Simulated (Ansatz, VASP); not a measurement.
**Ti: VASP beside Ansatz**

```
Ti
1.0
    -1.64100    1.82561    1.64100
     1.64100   -1.82561    1.64100
     1.64100    1.82561   -1.64100
Ti
1
Direct
  0.00000 0.00000 0.00000
```

Change from the starting cell: strain +0.1125 x Voigt [0, 1, 0, 0, 0, 0], atoms carried along.

Alike in both runs: task single point; functional PBEsol; k mesh 20 × 20 × 20; occupations gaussian, width 0.15 eV; no spin polarisation.

|  | VASP | Ansatz |
| --- | --- | --- |
| version | VASP 6.6.1 | Ansatz 0.2.0 |
| potentials or method | VASP PAW PBE potentials, release 64 (Ti_sv) | scalar-relativistic, plane waves, PAW |
| plane-wave cutoff (eV) | 520 | 420 |
| valence electrons in the cell | 12 | 12 |

|  | VASP | Ansatz | Ansatz less VASP |
| --- | --- | --- | --- |
| gap on the k mesh at the Fermi level (eV) | none | none | - |
| pressure (GPa) | -14.5 | -14.3 | +0.17 |
| largest component of the traceless stress (GPa) | 1.62 | 1.64 | +0.012 |

A gap of «none» marks a metal or a gap that the smearing closes.

Caveats: the PAW data sets were made with another functional, which shifts forces and pressure a little (VASP).
